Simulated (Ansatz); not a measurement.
Start of a relaxation of Al2O3:

```xyz
5
Lattice="4.3577 0.0000 0.0000 0.0000 4.3577 0.0000 0.0000 0.0000 3.6668" Properties=species:S:1:pos:R:3 pbc="T T T"
Al    0.0000    0.0000    1.8334
Al    2.1789    2.1789    0.0000
O     0.0000    0.0000    0.0000
O     0.0000    2.1789    1.7452
O     2.1789    0.0000    1.9216
```

Theory: Ansatz 0.2.0, DFT PBE, scalar-relativistic, plane waves, PAW. Cutoff 420 eV, Gaussian smearing, Γ-centred meshes. Cell and atoms relax first on a coarse mesh and then on a converged one. In between, the cell is made exact in the group found at 0.06 Å. The steps can't lower the symmetry of their start. No spin polarisation in the relaxation; trial moments died out in a coarse test.

A guess keeps its type if space group and coordination stay and the shape of the cell changes little (axis ratios within about 15 %, angles within 6°); the volume may change.

**Question.** Does it keep its structure type, or change into something else?

**Answer.** It doesn't keep its type. The symmetry stays P-4m2 (No. 115). The volume per atom shrinks by 29.6 %, from 13.9 to 9.8 Å³. The shortest distance goes from 1.83 Å (Al–O) to 1.76 Å (Al–O). The ratio c/a of the conventional cell changes by a factor of 2.66. Counting neighbours within 15 % of an atom's shortest distance, the start has Al 2/12, O 2 and the end Al 4, O 2/4. In detail, at the end Al on its first site is surrounded by 4 O at 1.76 Å; Al on its second site is surrounded by 4 O at 1.98 Å; O on a site of symmetry -4m2 has 4 Al at 1.98 Å; 1 more site not described.

Space group P-4m2 (No. 115). a = 2.798 Å, b = 2.798 Å, c = 6.261 Å, α = 90.00°, β = 90.00°, γ = 90.00°
```tsv
atom	site	symmetry	x	y	z
Al	1d	-4m2	0.0000	0.0000	0.5000
Al	1b	-4m2	0.5000	0.5000	0.0000
O	1a	-4m2	0.0000	0.0000	0.0000
O	2g	2mm.	0.0000	0.5000	0.3298
```

The last run used a 10×10×6 mesh (in the run's order of axes) for its 5-atom cell and Gaussian smearing of 0.02 eV. No dispersion correction is applied, so the spacing and binding between layers, chains or molecules are poorly described. Symmetry constrained the relaxation, so the result can be a saddle point. Another cell of Al2O3 relaxed alike, in R-3c (a cell as deposited in COD), lies 0.63 eV/atom lower, so this cell isn't the stable form at this level.

In counts of neighbours, a slash parts the counts of unlike sites.
